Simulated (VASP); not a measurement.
# CdO (Fm-3m) in VASP: band structure with PBE

Aim: the band structure of CdO with PBE.

All numbers are computed with VASP 6.6.1; they aren't measurements. Logs are shortened: lines on timing, memory, paths and dates and some standing lists are left out, and cuts for length are marked.

## 1. Starting point

It takes space group Fm-3m (No. 225, cubic). Conventional cell: a = 4.699 Å, b = 4.699 Å, c = 4.699 Å, α = 90.00°, β = 90.00°, γ = 90.00°. Cd (site symmetry m-3m) is surrounded by 6 O at 2.35 Å. O (site symmetry m-3m) has 6 Cd at 2.35 Å as nearest neighbours.

## 2. Band structure, PBE

INCAR

```
SYSTEM = CdO
PREC = Accurate ; ENCUT = 520
EDIFF = 1E-6 ; ISMEAR = 0
SIGMA = 0.1 ; LREAL = .False.
LASPH = .True. ; NELM = 100
ALGO = Normal ; ISIF = 2
LWAVE = .False. ; LCHARG = .False.
GGA = PE
```

KPOINTS

```
regular mesh
0
Gamma
  16 16 16
  0 0 0
```

POSCAR

```
CdO
1.0
    0.0000000000      2.3495000000      2.3495000000
    2.3495000000      0.0000000000      2.3495000000
    2.3495000000      2.3495000000      0.0000000000
Cd O
1 1
Direct
    0.0000000000      0.0000000000      0.0000000000
    0.5000000000      0.5000000000      0.5000000000
```

KPOINTS_OPT

```
path GXWKGLUWLK,UX
20
line-mode
reciprocal
 0.0000000000  0.0000000000  0.0000000000  G
 0.5000000000  0.0000000000  0.5000000000  X

 0.5000000000  0.0000000000  0.5000000000  X
 0.5000000000  0.2500000000  0.7500000000  W

 0.5000000000  0.2500000000  0.7500000000  W
 0.3750000000  0.3750000000  0.7500000000  K

 0.3750000000  0.3750000000  0.7500000000  K
 0.0000000000  0.0000000000  0.0000000000  G

 0.0000000000  0.0000000000  0.0000000000  G
 0.5000000000  0.5000000000  0.5000000000  L

 0.5000000000  0.5000000000  0.5000000000  L
 0.6250000000  0.2500000000  0.6250000000  U

 0.6250000000  0.2500000000  0.6250000000  U
 0.5000000000  0.2500000000  0.7500000000  W

 0.5000000000  0.2500000000  0.7500000000  W
 0.5000000000  0.5000000000  0.5000000000  L

 0.5000000000  0.5000000000  0.5000000000  L
 0.3750000000  0.3750000000  0.7500000000  K

 0.6250000000  0.2500000000  0.6250000000  U
 0.5000000000  0.0000000000  0.5000000000  X
```

Potentials or basis: VASP PAW PBE potentials, release 64 (Cd, O).

On the command line:

```console
cat potpaw_PBE.64/Cd/POTCAR potpaw_PBE.64/O/POTCAR > POTCAR
mpirun -np 1 vasp_std > vasp.out
```

OUTCAR:

```text
SYSTEM = CdO
   PREC = Accurate
   ENCUT = 520
   EDIFF = 1E-6
   ISMEAR = 0
   LREAL = .False.
   LASPH = .True.
   NELM = 100
   ISIF = 2
   GGA = PE

 ion  position               nearest neighbor table
   1  0.000  0.000  0.000-   2 2.35   2 2.35   2 2.35   2 2.35   2 2.35   2 2.35
   2  0.500  0.500  0.500-   1 2.35   1 2.35   1 2.35   1 2.35   1 2.35   1 2.35

  LATTYP: Found a face centered cubic cell.
 ALAT       =     4.6990000000

  Lattice vectors:

 A1 = (   0.0000000000,   2.3495000000,   2.3495000000)
 A2 = (   2.3495000000,   0.0000000000,   2.3495000000)
 A3 = (   2.3495000000,   2.3495000000,   0.0000000000)

Analysis of symmetry for initial positions (statically):
=====================================================================
 Subroutine PRICEL returns:
 Original cell was already a primitive cell.

 Routine SETGRP: Setting up the symmetry group for a
 face centered cubic supercell.

 Subroutine GETGRP returns: Found 48 space group operations
 (whereof 48 operations were pure point group operations)
 out of a pool of 48 trial point group operations.

The static configuration has the point symmetry O_h .

Analysis of symmetry for dynamics (positions and initial velocities):
=====================================================================
 Subroutine PRICEL returns:
 Original cell was already a primitive cell.

 Routine SETGRP: Setting up the symmetry group for a
 face centered cubic supercell.

 Subroutine GETGRP returns: Found 48 space group operations
 (whereof 48 operations were pure point group operations)
 out of a pool of 48 trial point group operations.

The dynamic configuration has the point symmetry O_h .

 Subroutine INISYM returns: Found 48 space group operations
 (whereof 48 operations are pure point group operations),
 and found     1 'primitive' translations

----------------------------------------------------------------------------------------

                                     Primitive cell

  volume of cell :      25.9392

  direct lattice vectors                    reciprocal lattice vectors
     0.000000000  2.349500000  2.349500000    -0.212811236  0.212811236  0.212811236
     2.349500000  0.000000000  2.349500000     0.212811236 -0.212811236  0.212811236
     2.349500000  2.349500000  0.000000000     0.212811236  0.212811236 -0.212811236

  length of vectors
     3.322694765  3.322694765  3.322694765     0.368599874  0.368599874  0.368599874

  position of ions in fractional coordinates (direct lattice)
     0.000000000  0.000000000  0.000000000
     0.500000000  0.500000000  0.500000000

  ion indices of the primitive-cell ions
   primitive index   ion index
                 1           1
                 2           2

----------------------------------------------------------------------------------------

 KPOINTS: regular mesh

Automatic generation of k-mesh.
 Grid dimensions read from file:
 generate k-points for:   16   16   16

 Generating k-lattice:

  Cartesian coordinates                     Fractional coordinates (reciprocal lattice)
    -0.013300702  0.013300702  0.013300702     0.062500000  0.000000000  0.000000000
     0.013300702 -0.013300702  0.013300702     0.000000000  0.062500000  0.000000000
     0.013300702  0.013300702 -0.013300702     0.000000000  0.000000000  0.062500000

  Length of vectors
     0.023037492  0.023037492  0.023037492

  Shift w.r.t. Gamma in fractional coordinates (k-lattice)
     0.000000000  0.000000000  0.000000000

 Subroutine IBZKPT returns following result:
 ===========================================

 Found    145 irreducible k-points:

 Following reciprocal coordinates:
            Coordinates               Weight
  0.000000  0.000000  0.000000      1.000000
  0.062500  0.000000  0.000000      8.000000
  0.125000  0.000000  0.000000      8.000000
  0.187500  0.000000  0.000000      8.000000
  0.250000  0.000000  0.000000      8.000000
  0.312500  0.000000  0.000000      8.000000
[... 16 lines left out ...]
 -0.125000  0.062500  0.000000     24.000000
 -0.062500  0.062500  0.000000     12.000000
 [... further k-points ...]
   k-points           NKPTS =    145   k-points in BZ     NKDIM =    145   number of bands    NBANDS=     13
   number of dos      NEDOS =    301   number of ions     NIONS =      2
   total plane-waves  NPLWV =  21952
   dimension x,y,z NGX =    28 NGY =   28 NGZ =   28
   dimension x,y,z NGXF=    56 NGYF=   56 NGZF=   56
   ions per type =               1   1
   NGX,Y,Z   is equivalent  to a cutoff of  14.01, 14.01, 14.01 a.u.
   NGXF,Y,Z  is equivalent  to a cutoff of  28.02, 28.02, 28.02 a.u.
 SYSTEM =  CdO
   PREC   = accura    normal or accurate (medium, high low for compatibility)
   ISTART =      0    job   : 0-new  1-cont  2-samecut
   ICHARG =      2    charge: 1-file 2-atom 10-const
   ISPIN  =      1    spin polarized calculation?
   LNONCOLLINEAR =      F non collinear calculations
   LSORBIT =      F    spin-orbit coupling
   LASPH  =      T    aspherical Exc in radial PAW
   ENCUT  =  520.0 eV  38.22 Ry    6.18 a.u.   6.18  6.18  6.18*2*pi/ulx,y,z
   NELM   =    100;   NELMIN=  2; NELMDL= -5     # of ELM steps
   EDIFF  = 0.1E-05   stopping-criterion for ELM
   LREAL  =      F    real-space projection
   EDIFFG = 0.1E-04   stopping-criterion for IOM
   NSW    =      0    number of steps for IOM
   IBRION =     -1    ionic relax: 0-MD 1-quasi-New 2-CG
   NFREE  =      0    steps in history (QN), initial steepest desc. (CG)
   ISIF   =      2    stress and relaxation
   ISYM   =      2    0-nonsym 1-usesym 2-fastsym
   POTIM  = 0.5000    time-step for ionic-motion
   TEBEG  =    0.0;   TEEND  =   0.0 temperature during run
   PSTRESS=    0.0 pullay stress
   NELECT =      18.0000    total number of electrons
   NUPDOWN=      -1.0000    fix difference up-down
   EMIN   =  10.00;   EMAX   =-10.00  energy-range for DOS
   EFERMI =   0.00;   METHOD = LEGACY
   ISMEAR =     0;   SIGMA  =   0.10  broadening in eV -4-tet -1-fermi 0-gaus
   EFERMI_NEDOS =   21; number of points for ismear=-14 and -15
   IALGO  =     38    algorithm
   IMIX   =      4    mixing-type and parameters
     AMIX     =   0.40;   BMIX     =  1.00
     AMIX_MAG =   1.60;   BMIX_MAG =  1.00
  volume/ion in A,a.u.               =      12.97        87.52
  Fermi-wavevector in a.u.,A,eV,Ry     =   1.449373  2.738918 28.581522  2.100683
  Thomas-Fermi vector in A             =   2.567107
   LORBIT       =      0    0 simple, 1 ext, 2 COOP (PROOUT), +10 PAW based schemes
   GGA     = PE    functional components
   LHFCALC =     F    Hartree Fock is set to
   AEXX    =    0.0000 exact exchange contribution
   IVDW    =     0    specifies the selected vdW correction
   LEPSILON=     F    determine dielectric tensor
   LRPA    =     F    only Hartree local field effects (RPA)
 non-spin polarized calculation
 Gauss-broadening in eV      SIGMA  =   0.10
  energy-cutoff  :      520.00
  volume of cell :       25.94
 maximum number of plane-waves:       725
 NGX is ok and might be reduce to    28
   NGX = 13   NGY = 13   NGZ = 13

 number of electron      18.0000002 magnetization

 Free energy of the ion-electron system (eV)
  ---------------------------------------------------
  ext. energy  EPLUGINS =         0.00000000
  ---------------------------------------------------
  free energy    TOTEN  =        -7.69612109 eV

  energy without entropy =       -7.69567158  energy(sigma->0) =       -7.69589633

 E-fermi :   2.1324     XC(G=0): -11.6988

 val. band max:        2.0393546642   @ k =   0.5000   0.0000   0.0000
 cond. band min:       2.1461590435   @ k =   0.0625   0.0000   0.0000
 fundamental gap:      0.1068043793
 Fermi energy:         2.1323678753

 k-point     1 :       0.0000    0.0000    0.0000
  band No.  band energies     occupation
      1     -15.3287      2.00000
      2      -4.6661      2.00000
      3      -4.6661      2.00000
      4      -4.6661      2.00000
      5      -4.3597      2.00000
      6      -4.3597      2.00000
      7       0.7100      2.00000
      8       0.7100      2.00000
      9       0.7100      2.00000
     10       1.6117      2.00000
     11      17.0303      0.00000
     12      19.0741      0.00000
     13      19.0741      0.00000

 k-point     2 :       0.0625    0.0000    0.0000
  band No.  band energies     occupation
      1     -15.3011      2.00000
      2      -4.6812      2.00000
      3      -4.6566      2.00000
      4      -4.6566      2.00000
      5      -4.3900      2.00000
      6      -4.3900      2.00000
      7       0.2315      2.00000
      8       0.7653      2.00000
      9       0.7653      2.00000
     10       2.1462      0.84536
     11      16.4724      0.00000
     12      18.6441      0.00000
     13      18.7047      0.00000

 k-point     3 :       0.1250    0.0000    0.0000
  band No.  band energies     occupation
      1     -15.2220      2.00000
      2      -4.7323      2.00000
      3      -4.6539      2.00000
      4      -4.6539      2.00000
      5      -4.4478      2.00000
      6      -4.4478      2.00000
      7      -0.4367      2.00000
      8       0.9194      2.00000
      9       0.9194      2.00000
     10       2.9859      0.00000
     11      15.1539      0.00000
     12      17.8744      0.00000
     13      17.8744      0.00000
[... 305 lines left out ...]
 k-point    23 :      -0.1250    0.0625    0.0000
  band No.  band energies     occupation
      1     -15.1650      2.00000
      2      -4.7589      2.00000
      3      -4.6949      2.00000
      4      -4.6610      2.00000
      5      -4.5545      2.00000
      6      -4.3706      2.00000
      7      -0.6592      2.00000
      8       0.7408      2.00000
      9       1.1610      2.00000
     10       3.4824      0.00000
     11      14.6410      0.00000
     12      16.3216      0.00000
     13      17.9267      0.00000

 k-point    24 :      -0.0625    0.0625    0.0000
  band No.  band energies     occupation
      1     -15.2568      2.00000
      2      -4.7022      2.00000
      3      -4.6581      2.00000
      4      -4.6368      2.00000
      5      -4.4877      2.00000
      6      -4.3774      2.00000
      7      -0.1386      2.00000
      8       0.6862      2.00000
      9       0.9295      2.00000
     10       2.6965      0.00000
     11      15.8383      0.00000
     12      17.3107      0.00000
     13      18.9525      0.00000

 [... further k-points ...]

------------------------ aborting loop because EDIFF is reached ----------------------------------------

  FORCE on cell =-STRESS in cart. coord.  units (eV):
  Direction    XX          YY          ZZ          XY          YZ          ZX
  --------------------------------------------------------------------------------------
  -------------------------------------------------------------------------------------
  Total        1.2330520      1.2330520      1.2330520      0.0000000      0.0000000      0.0000000
  in kB       76.1615233     76.1615233     76.1615233      0.0000000      0.0000000      0.0000000
  external PRESSURE =      76.1615233 kB  Pullay stress =       0.0000000 kB

 VOLUME and BASIS-vectors are now :
 -----------------------------------------------------------------------------
  energy-cutoff  :      520.00
  volume of cell :       25.94
      direct lattice vectors                 reciprocal lattice vectors
     0.000000000  2.349500000  2.349500000    -0.212811236  0.212811236  0.212811236
     2.349500000  0.000000000  2.349500000     0.212811236 -0.212811236  0.212811236
     2.349500000  2.349500000  0.000000000     0.212811236  0.212811236 -0.212811236

 POSITION                                       TOTAL-FORCE (eV/Angst)
 -----------------------------------------------------------------------------------
      0.00000      0.00000      0.00000        -0.000000      0.000000      0.000000
      2.34950      2.34950      2.34950         0.000000     -0.000000     -0.000000
 -----------------------------------------------------------------------------------
    total drift:                                0.000000      0.000000      0.000000

  FREE ENERGIE OF THE ION-ELECTRON SYSTEM (eV)
  ---------------------------------------------------
  free  energy   TOTEN  =        -7.6961210863 eV

  energy  without entropy=       -7.6956715790  energy(sigma->0) =       -7.69589633
```

It took 50 s on 1 thread of AMD EPYC 9R45 (Zen 5), shared host; peak memory 0.19 GiB.

What came out:

```yaml
Free_energy: -7.6961 eV
Pressure: 7.6 GPa
Band_gap_along_the_path: none (metal or under the smearing width)
```

Levels at the corners of the path, in eV from the Fermi level:
```tsv
point	band 7	band 8	band 9	band 10	band 11	band 12
Γ	-1.42	-1.42	-1.42	-0.52	14.90	16.94
X	-4.42	-2.40	-2.40	3.80	8.47	11.13
X	-4.42	-2.40	-2.40	3.80	8.47	11.13
W	-3.08	-3.08	-1.96	5.91	8.86	8.86
W	-3.08	-3.08	-1.96	5.91	8.86	8.86
K	-3.49	-2.97	-1.35	5.34	8.53	8.57
K	-3.49	-2.97	-1.35	5.34	8.53	8.57
Γ	-1.42	-1.42	-1.42	-0.52	14.90	16.94
Γ	-1.42	-1.42	-1.42	-0.52	14.90	16.94
L	-3.90	-0.09	-0.09	4.35	7.22	11.86
L	-3.90	-0.09	-0.09	4.35	7.22	11.86
U	-3.49	-2.97	-1.35	5.34	8.53	8.57
U	-3.49	-2.97	-1.35	5.34	8.53	8.57
W	-3.08	-3.08	-1.96	5.91	8.86	8.86
W	-3.08	-3.08	-1.96	5.91	8.86	8.86
L	-3.90	-0.09	-0.09	4.35	7.22	11.86
L	-3.90	-0.09	-0.09	4.35	7.22	11.86
K	-3.49	-2.97	-1.35	5.34	8.53	8.57
U	-3.49	-2.97	-1.35	5.34	8.53	8.57
X	-4.42	-2.40	-2.40	3.80	8.47	11.13
```

Caveat: this crystal is a semiconductor, whose small gap the functional closes, so the metal is an error of the method.
